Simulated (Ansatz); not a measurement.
# CdSe (F-43m) in Ansatz: settings compared

Aim: see how the results for CdSe move with the level of theory and the settings. Levels: LDA, RPBE+D4, rPW86-PBE+rVV10, exchange-only PBE. Tasks: relaxation of cell and atoms.

Program: Ansatz 0.2.0. These are calculated values, not measurements. Logs are shortened: lines on timing, memory, paths and dates and some standing lists are left out, and cuts for length are marked.

### 1 The structure

It takes space group F-43m (No. 216, cubic). The conventional cell has a = 6.141 Å, b = 6.141 Å, c = 6.141 Å, α = 90.00°, β = 90.00°, γ = 90.00°. Cd (site symmetry -43m) is surrounded by 4 Se at 2.66 Å. Around Se (site symmetry -43m) lie 4 Cd at 2.66 Å.

Measurements of this composition are mostly on another form, of space group No. 186.

### 2 Relaxation of cell and atoms, LDA

input.yaml reads:

```yaml
crystal:
  lattice:
    - [0.0, 3.0702711986, 3.0702711986]
    - [3.0702711986, 0.0, 3.0702711986]
    - [3.0702711986, 3.0702711986, 0.0]
  atoms:
    - { symbol: Cd, position: [0.0, 0.0, 0.0] }
    - { symbol: Se, position: [0.25, 0.25, 0.25] }
hamiltonian:
  xc: lda
  pseudopotentials: { kind: paw }
kpoints:
  mp_grid: { grid: [8, 8, 8] }
scf:
  occupations: { method: fermi_dirac, width: 0.05 }
output:
  forces: true
  stress: true
relax:
  f_tol: 0.01
  max_steps: 40
  cell: { stress_tol: 0.05 }
```

Potentials or basis: Ansatz PAW.

Command:

```sh
$ ansatz run input.yaml --threads 2 --pin off --max-ram 5120MiB --backend cpu --events-out ev --progress --plain --runs-dir out
```

The log of the run:

```text
Warning: RAYON_NUM_THREADS=2 ignored (pool sized by the plan → 2); use --threads N
Engine: ansatz 0.2.0, aarch64-unknown-linux-gnu
Pseudopotentials: kind: paw
Pseudopotential: Cd, paw, valence charge 20, recommended cutoff 420 eV (normal), Cd.paw.azcp
Pseudopotential: Se, paw, valence charge 16, recommended cutoff 420 eV (normal), Se.paw.azcp
Functional definition: SPW92
  exchange = slater_x
  correlation = pw_c
Crystal: 2 atoms, lattice volume = 57.884 Å³
Basis set: ecut = 420 eV, 1139 PW (Γ)
Bands: 22, of which v1, the nominal top of the filled ones, is band 18 counted from 1 (17 counted from 0)
Symmetry: 24 space group operations
Space group: F-43m (ITA 216), of the structure as read, at distance tolerance 3.9e-5 Å
k-points: 29 of 512 (time reversal used)
Non-local potential: Cd, projectors of the file, l = 0: 3, l = 1: 2, l = 2: 2, l = 3: 1
Non-local potential: Se, projectors of the file, l = 0: 2, l = 1: 2, l = 2: 3, l = 3: 1
PAW form: soft (Blöchl's): semilocal exchange-correlation on the pseudo side does not see the compensation charge
PAW frozen core: Cd, regenerated for the run's functional, and the local potential with it (the file was generated under x = pbe(κ = 0.804, μ = 0.2195149727645171), c = pbe(β = 0.06672455060314922))
PAW frozen core: Se, regenerated for the run's functional, and the local potential with it (the file was generated under x = pbe(κ = 0.804, μ = 0.2195149727645171), c = pbe(β = 0.06672455060314922))
PAW one-centre angular grid: Cd, 590 points (default); XC on 64 Gauss nodes
PAW one-centre angular grid: Se, 590 points (default); XC on 64 Gauss nodes
Initial density: superposition of atomic densities (neutral atoms: chi_scale 0, normalization atom), corrected by the library's trained network
Initial wavefunctions: pseudopotential atomic-orbital guess
Functional: x = slater, c = lda
SCF iter   1: F=—  HF=-13502.204675 eV  |F-HF|=—  |Δ(HF+E_count)|=         —  Δρ=7.19e-3  dr2=2.47e-2  ethr=1.77e-3  ⟨swp⟩=6.0  Hψ=2762  notcnv=0
preconditioner: auto → none  [insulator: Δε(μ)=0.210 eV  Ē_g=11.812 eV  σ=0.050 eV  W_gap=0.72  n_scr=14 (ndim 8)  ℏωp=20.7 eV  f_vac=0.215  D(μ)=0.03/eV (n_scr^D=0)  ε∞_Penn≈4.1]
SCF iter   2: F=—  HF=-13502.197340 eV  |F-HF|=—  |Δ(HF+E_count)|=   7.33e-3  Δρ=2.46e-3  dr2=1.50e-3  ethr=6.86e-5  ⟨swp⟩=2.0  Hψ=1218  notcnv=0
SCF iter   3: F=—  HF=-13502.197042 eV  |F-HF|=—  |Δ(HF+E_count)|=   2.98e-4  Δρ=1.12e-3  dr2=3.14e-4  ethr=4.17e-6  ⟨swp⟩=2.2  Hψ=893  notcnv=0
SCF iter   4: F=—  HF=-13502.197006 eV  |F-HF|=—  |Δ(HF+E_count)|=   3.60e-5  Δρ=2.32e-4  dr2=4.14e-5  ethr=8.72e-7  ⟨swp⟩=2.0  Hψ=868  notcnv=0
SCF iter   5: F=—  HF=-13502.196999 eV  |F-HF|=—  |Δ(HF+E_count)|=   7.42e-6  Δρ=2.42e-5  dr2=3.36e-7  ethr=1.15e-7  ⟨swp⟩=2.0  Hψ=871  notcnv=0
SCF iter   6: F=-13502.196999 eV  HF=-13502.196999 eV  |F-HF|=3.29e-9  |Δ(HF+E_count)|=   4.23e-8  Δρ=6.61e-6  dr2=1.69e-8  ethr=2.78e-10  ⟨swp⟩=4.0  Hψ=2069  notcnv=0
SCF 1 converged in 6 iterations: F = -13502.196999 eV  dr2 = 1.69e-8
relax step   1: F+E_penalty+E_count = -13502.19699875 eV  Δ(F+E_penalty+E_count) = +0.000e0 eV  max|allowed force component| = 9.021e-17 eV/Å  Δτ_max = 0.0000 Å  P = -3.259 GPa  Ω = 57.884 Å³  (6 SCF iters, dr2 threshold 1.00e-7 eV, accepted)
Crystal: 2 atoms, lattice volume = 52.987 Å³
Basis set: ecut = 420 eV, 1037 PW (Γ)
Initial density: handed on by an earlier stage of this run
Initial wavefunctions: those handed on with the density
iter 1 solved again at ethr=9.89e-6 eV; its pass at ethr=3.10e-3 eV (dr2=3.56e-3 eV) is discarded
[... 30 lines left out ...]
SCF iter   1: F=—  HF=-13502.236817 eV  |F-HF|=—  |Δ(HF+E_count)|=         —  Δρ=8.77e-5  dr2=6.76e-7  ethr=9.21e-8  ⟨swp⟩=3.0  Hψ=4349  notcnv=0
preconditioner: auto → none  [insulator: Δε(μ)=0.404 eV  Ē_g=12.179 eV  σ=0.050 eV  W_gap=0.96  n_scr=14 (ndim 8)  ℏωp=21.4 eV  f_vac=0.186  D(μ)=0.01/eV (n_scr^D=0)  ε∞_Penn≈4.1]
SCF iter   2: F=—  HF=-13502.236816 eV  |F-HF|=—  |Δ(HF+E_count)|=   1.75e-6  Δρ=3.98e-5  dr2=2.06e-7  ethr=1.88e-9  ⟨swp⟩=2.0  Hψ=1142  notcnv=0
SCF iter   3: F=—  HF=-13502.236816 eV  |F-HF|=—  |Δ(HF+E_count)|=   5.39e-9  Δρ=1.37e-5  dr2=3.31e-8  ethr=5.72e-10  ⟨swp⟩=2.0  Hψ=849  notcnv=0
SCF iter   4: F=—  HF=-13502.236816 eV  |F-HF|=—  |Δ(HF+E_count)|=   8.22e-9  Δρ=3.13e-6  dr2=2.42e-9  ethr=9.19e-11  ⟨swp⟩=2.0  Hψ=1160  notcnv=0
SCF iter   5: F=—  HF=-13502.236816 eV  |F-HF|=—  |Δ(HF+E_count)|=  1.24e-10  Δρ=7.54e-7  dr2=1.15e-10  ethr=6.73e-12  ⟨swp⟩=2.0  Hψ=871  notcnv=0
SCF iter   6: F=-13502.236816 eV  HF=-13502.236816 eV  |F-HF|=0.00e0  |Δ(HF+E_count)|=  3.64e-12  Δρ=1.91e-7  dr2=5.55e-12  ethr=1.00e-12  ⟨swp⟩=5.0  Hψ=2609  notcnv=0
SCF 5 converged in 6 iterations: F = -13502.236816 eV  dr2 = 5.55e-12
relax step   5: F+E_penalty+E_count = -13502.23681569 eV  Δ(F+E_penalty+E_count) = +5.809e-4 eV  max|allowed force component| = 5.089e-17 eV/Å  Δτ_max = 0.0000 Å  P = -0.006 GPa  Ω = 54.212 Å³  stress off target by 6.06e-3 GPa  SCF on the basis re-selected at this cell (its energy is not comparable with the rows above)  (6 SCF iters)
basis re-selected at this cell: Δ(F+E_penalty+E_count) = +5.809e-4 eV, ΔP = +0.001 GPa vs the last step (what re-selecting the basis moved, of the pressure what is left beyond the Pulay correction that the steps carried, after the strain that the cell walked since its last selection, with what the two solves' SCF thresholds leave and, on support functions, any second-order correction that the steps lacked; it is no measure of the basis error at this ecutwfc). This SCF's stress stands 6.06e-3 GPa from its target on what of the cell is left free (relax.cell.stress_tol is 5.00e-2 GPa) and its largest allowed force component is 5.09e-17 eV/Å (relax.f_tol is 1.00e-2 eV/Å): within both
SCF converged after 6 iterations
Free energy (F): -13502.236816 eV
Harris-Foulkes:  -13502.236816 eV  (|F-HF|=0.00e0)
Internal energy: -13502.236739 eV  (E = F + TS)
E sigma→0 (E₀):  -13502.236777 eV
Entropy (-TS):   -0.000076 eV (-0.038 meV/atom)
Fermi energy:    7.941726 eV
--- Per-component energies (eV) ---
  E_band       = -887.052903
  E_kinetic    = 625.172261
  E_local      = -6301.745562  (includes V_loc(G=0)·N_el)
  E_nonlocal   = -548.426529
  E_hartree    = 2992.936117
  E_xc         = -279.384710
  E_vxc        = -320.256341  (∫ρ·V_xc dr)
  E_paw        = -5774.298799  (= ΣΔE_a)
  E_vpaw       = -327.668375  (= ΣTr[D̂ρ^β])
  E_aug_tail   = -0.000524  (compensation charges beyond the density's cutoff)
  E_ewald      = -4219.472923
  E_core_change = 2.983931  (= ΣΔE_core)
  E_smearing   = -0.000076  (= −TS)
  E_closure    = -0.000000  (closes the sum)
  Σ components = -13502.236816   (vs F -13502.236816, Δ=0.00e0)
--- Forces (eV/Å), atoms counted from 1 ---
  atom   1  Cd     0.00000000    -0.00000000    -0.00000000
  atom   2  Se    -0.00000000     0.00000000     0.00000000
  max |Σ_I F_I| component: 5.09e-17 eV/Å
--- Stress (GPa, compression-positive) ---
       -0.006060      -0.000000       0.000000
        0.000000      -0.006060       0.000000
        0.000000       0.000000      -0.006060
  P = ⅓ Tr σ = -0.0061 GPa (-0.061 kbar)
--- Relaxed structure (4 steps of the walk, 4 accepted, 1 SCFs on fresh bases) ---
  F+E_penalty+E_count = -13502.23681569 eV   max|allowed force component| = 5.089e-17 eV/Å   (the final SCF, on the basis selected at the relaxed cell)
  cell:  # Å, volume = 54.2120 Å³
    - [3.3119918213821352e-34, 3.003919901806089, 3.003919901806089]
    - [3.003919901806089, 2.7769777579280966e-33, 3.003919901806089]
    - [3.003919901806089, 3.003919901806089, 4.891557151579766e-33]
  atoms:
    - { symbol: Cd, position: [-1.1055868708048736e-33, 7.710357609632098e-34, 1.1735425649914616e-33] }
    - { symbol: Se, position: [0.25, 0.25, 0.25] }
```

Run time: 6.3 s. Hardware: 2 threads of Arm Neoverse V1, shared host; peak memory 0.34 GiB.

What came out:

```yaml
Free_energy: -13502.2368 eV
Relaxed_volume: 27.11 Å³/atom
Relaxed_cell: a = 4.248 Å, b = 4.248 Å, c = 4.248 Å, α = 60.00°, β = 60.00°, γ = 60.00°
Space_group_after_relaxing_to_0.05_Å: F-43m (No. 216)
Energy_gained_by_relaxing: 19.9 meV/atom
Ionic_steps: 5
Pressure_after_relaxing: 0.0 GPa
Band_gap_on_the_k_mesh: 0.40 eV
```

The path:
| step | energy change (eV) | largest force (eV/Å) | volume (Å³) |
| --- | --- | --- | --- |
| 1 | 0.0000 | 0.0000 | 57.88 |
| 2 | -0.0354 | 0.0000 | 52.99 |
| 3 | -0.0403 | 0.0000 | 54.36 |
| 4 | -0.0404 | 0.0000 | 54.21 |
| 5 | -0.0398 | 0.0000 | 54.21 |

Final structure:
```xyz
2
Lattice="0.0000 3.0039 3.0039 3.0039 0.0000 3.0039 3.0039 3.0039 0.0000" Properties=species:S:1:pos:R:3 pbc="T T T"
Cd    0.0000    0.0000    0.0000
Se    1.5020    1.5020    1.5020
```

Caveat: the plane-wave basis is chosen anew once the cell has moved, so the energies of steps on either side of that aren't comparable; the PAW data sets come from PBE, with cores solved anew for the run's functional, which leaves a small shift of forces and pressure. A k mesh can miss the band edges.

### 3 Relaxation of cell and atoms, RPBE+D4

input.yaml, as its differences from that of step 2:

```diff
@@ -9,4 +9,5 @@
 hamiltonian:
-  xc: lda
+  xc: rpbe
   pseudopotentials: { kind: paw }
+  dispersion: d4
 kpoints:
```

Potentials or basis: Ansatz PAW.

Command:

```sh
$ ansatz run input.yaml --threads 2 --pin off --max-ram 5120MiB --backend cpu --events-out ev --progress --plain --runs-dir out
```

The log of the run:

```text
Warning: RAYON_NUM_THREADS=2 ignored (pool sized by the plan → 2); use --threads N
Engine: ansatz 0.2.0, aarch64-unknown-linux-gnu
Pseudopotentials: kind: paw
Pseudopotential: Cd, paw, valence charge 20, recommended cutoff 420 eV (normal), Cd.paw.azcp
Pseudopotential: Se, paw, valence charge 16, recommended cutoff 420 eV (normal), Se.paw.azcp
Functional definition: RPBE
  parameter kappa = 0.804
  parameter beta = 0.06672455060314922
  exchange = rpbe_x(kappa = kappa, mu = beta*pi^2/3)
  correlation = pbe_c(beta = beta)
Crystal: 2 atoms, lattice volume = 57.884 Å³
Basis set: ecut = 420 eV, 1139 PW (Γ), exchange–correlation on 60×60×60 points (8 copies of the dense FFT grid, shifted against one another)
Bands: 22, of which v1, the nominal top of the filled ones, is band 18 counted from 1 (17 counted from 0)
Symmetry: 24 space group operations
Space group: F-43m (ITA 216), of the structure as read, at distance tolerance 3.9e-5 Å
k-points: 29 of 512 (time reversal used)
Non-local potential: Cd, projectors of the file, l = 0: 3, l = 1: 2, l = 2: 2, l = 3: 1
Non-local potential: Se, projectors of the file, l = 0: 2, l = 1: 2, l = 2: 3, l = 3: 1
PAW form: soft (Blöchl's): semilocal exchange-correlation on the pseudo side does not see the compensation charge
PAW frozen core: Cd, regenerated for the run's functional, and the local potential with it (the file was generated under x = pbe(κ = 0.804, μ = 0.2195149727645171), c = pbe(β = 0.06672455060314922))
PAW frozen core: Se, regenerated for the run's functional, and the local potential with it (the file was generated under x = pbe(κ = 0.804, μ = 0.2195149727645171), c = pbe(β = 0.06672455060314922))
PAW one-centre angular grid: Cd, 590 points (default); XC on 64 Gauss nodes
PAW one-centre angular grid: Se, 590 points (default); XC on 64 Gauss nodes
Initial density: superposition of atomic densities (neutral atoms: chi_scale 0, normalization atom), corrected by the library's trained network
Initial wavefunctions: pseudopotential atomic-orbital guess
Functional: x = rpbe, c = pbe(β = 0.06672455060314922)
SCF iter   1: F=—  HF=-13740.267373 eV  |F-HF|=—  |Δ(HF+E_count)|=         —  Δρ=2.72e-3  dr2=3.23e-3  ethr=1.77e-3  ⟨swp⟩=6.0  Hψ=2723  notcnv=0
preconditioner: auto → none  [insulator: Δε(μ)=0.725 eV  Ē_g=12.168 eV  σ=0.050 eV  W_gap=1.00  n_scr=14 (ndim 8)  ℏωp=20.7 eV  f_vac=0.215  D(μ)=0.00/eV (n_scr^D=0)  ε∞_Penn≈3.9]
[... 41 lines left out ...]
SCF converged after 6 iterations
Free energy (F): -13740.268823 eV
Harris-Foulkes:  -13740.268823 eV  (|F-HF|=0.00e0)
Internal energy: -13740.268819 eV  (E = F + TS)
E sigma→0 (E₀):  -13740.268821 eV
Entropy (-TS):   -0.000004 eV (-0.002 meV/atom)
Fermi energy:    7.791831 eV
--- Per-component energies (eV) ---
  E_band       = -891.463535
  E_kinetic    = 623.734485
  E_local      = -6411.459432  (includes V_loc(G=0)·N_el)
  E_nonlocal   = -565.048001
  E_hartree    = 3050.035197
  E_xc         = -281.624129
  E_vxc        = -319.870353  (∫ρ·V_xc dr)
  E_paw        = -6008.313966  (= ΣΔE_a)
  E_vpaw       = -318.890080  (= ΣTr[D̂ρ^β])
  E_aug_tail   = -0.000551  (compensation charges beyond the density's cutoff)
  E_ewald      = -4146.038131
  E_disp       = -1.167512  (pairwise vdW)
  E_core_change = -0.386779  (= ΣΔE_core)
  E_smearing   = -0.000004  (= −TS)
  E_closure    = -0.000000  (closes the sum)
  Σ components = -13740.268823   (vs F -13740.268823, Δ=0.00e0)
--- Forces (eV/Å), atoms counted from 1 ---
  atom   1  Cd     0.00000000    -0.00000000    -0.00000000
  atom   2  Se     0.00000000     0.00000000     0.00000000
  max |Σ_I F_I| component: 3.70e-17 eV/Å
--- Stress (GPa, compression-positive) ---
       -0.003235      -0.000000      -0.000000
        0.000000      -0.003235       0.000000
       -0.000000       0.000000      -0.003235
  P = ⅓ Tr σ = -0.0032 GPa (-0.032 kbar)
--- Relaxed structure (3 steps of the walk, 3 accepted, 1 SCFs on fresh bases) ---
  F+E_penalty+E_count = -13740.26882307 eV   max|allowed force component| = 3.932e-17 eV/Å   (the final SCF, on the basis selected at the relaxed cell)
  cell:  # Å, volume = 57.1439 Å³
    - [1.1783047826071051e-33, 3.057125450910698, 3.057125450910698]
    - [3.057125450910698, 3.7259907990548996e-33, 3.057125450910698]
    - [3.057125450910698, 3.057125450910698, 6.420168761448443e-33]
  atoms:
    - { symbol: Cd, position: [-7.749562817816669e-34, 8.14161489966237e-34, 9.840507254327068e-34] }
    - { symbol: Se, position: [0.25, 0.25, 0.25] }
```

It took 5.6 s on 2 threads of Arm Neoverse V1, shared host; peak memory 0.35 GiB.

What came out:

```
Free energy                            : -13740.2688 eV
Relaxed volume                         : 28.57 Å³/atom
Relaxed cell                           : a = 4.323 Å, b = 4.323 Å, c = 4.323 Å, α = 60.00°, β = 60.00°, γ = 60.00°
Space group after relaxing (to 0.05 Å) : F-43m (No. 216)
Energy gained by relaxing              : 0.7 meV/atom
Ionic steps                            : 4
Pressure after relaxing                : 0.0 GPa
Band gap on the k mesh                 : 0.75 eV
```

Step by step:
```
step  energy change (eV)  largest force (eV/Å)  volume (Å³)
   1              0.0000                0.0000        57.88
   2             -0.0015                0.0000        56.96
   3             -0.0016                0.0000        57.14
   4             -0.0014                0.0000        57.14
```

Final structure:
```
CELL_PARAMETERS angstrom
0.00000 3.05713 3.05713
3.05713 0.00000 3.05713
3.05713 3.05713 0.00000
ATOMIC_POSITIONS crystal
Cd 0.00000 0.00000 0.00000
Se 0.25000 0.25000 0.25000
```

Caveat: the plane-wave basis is chosen anew once the cell has moved, so the energies of steps on either side of that aren't comparable; the PAW data sets come from PBE, with cores solved anew for the run's functional, which leaves a small shift of forces and pressure.

(Part 1 of 2 ends here.)
